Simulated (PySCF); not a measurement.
Published values to compare with (the computed states carry no symmetry labels, so the two lists aren't matched line by line):

```tsv
state	E (eV)	f	kind of transition	source
3A1(π→π*)	3.95		vertical absorption	[1]
3B2(π→π*)	4.11		vertical absorption	[1]
1B2(π→π*)	4.22		0-0 transition	[2]
1B2(π→π*)	4.40		absorption maximum	[2]
1B2(π→π*)	4.50	0.029	vertical absorption	[1]
1B1(Ryd)	4.60		0-0 transition	[2]
3B1(Ryd)	4.64		vertical absorption	[1]
3A1(π→π*)	4.65		vertical absorption	[1]
1B1(Ryd)	4.72	0.004	vertical absorption	[1]
3B1(Ryd)	5.39		vertical absorption	[1]
1A1(Mixed)	5.39		absorption maximum	[2]
1B1(Ryd)	5.42	0.000	vertical absorption	[1]
1A2(Ryd)	5.44		vertical absorption	[1]
1A1(π→π*)	5.48		vertical absorption	[3]
1A1(Mixed)	5.50	0.177	vertical absorption	[1]
```

[1] computed, theoretical best estimate (aug-cc-pVTZ), gas; Loos, Jacquemin, substituted benzenes, arXiv:2401.13809 (2024)
[2] measured, gas; Loos, Jacquemin, substituted benzenes, arXiv:2401.13809 (2024)
[3] computed, theoretical best estimate (aug-cc-pVQZ), gas; Loos, Comin, Blase, Jacquemin, intramolecular charge-transfer excitations (2021), arXiv:2103.02947

C6H7N.
SMILES: `c1ccc(N)cc1`

Level of theory: TDDFT CAM-B3LYP/def2-SVPD, vertical, gas phase, core orbitals frozen in the response (PySCF). Isolated species at its GFN2-xTB geometry, gas phase. Torsions of this conformer, `[NH2:1][c:2]1[cH:3][cH:4][cH:5][cH:6][cH:7]1`: H–N1–C2–C3 -161°, H–N1–C2–C3 -22°.

Computed singlets: 4.93 eV (f 0.039); 5.59 eV (f 0.044); 5.77 eV (f 0.108); 6.46 eV (f 0.000); 6.46 eV (f 0.002); 6.90 eV (f 0.272); 6.91 eV (f 0.585); 7.25 eV (f 0.002). Computed triplets (Tamm–Dancoff): 3.96, 4.06, 4.71 eV.

Question: How does the lowest computed singlet compare with the best estimate listed for the lowest singlet (vertical absorption)?

Answer: 4.93 eV against 4.50 eV for 1B2(π→π*) [1]: a difference of +0.43 eV. Geometry and basis of the two calculations needn't be the same.

Question: How does the lowest computed triplet compare with the best estimate listed for the lowest triplet (vertical absorption)?

Answer: 3.96 eV against 3.95 eV for 3A1(π→π*) [1]: a difference of +0.01 eV. Geometry and basis of the two calculations needn't be the same.

Adiabatic (Te) and 0-0 energies refer to the relaxed excited state and aren't the vertical quantity computed here.

A measured band maximum holds vibronic effects and, in solution, solvent shifts, so it needn't equal the vertical energy.
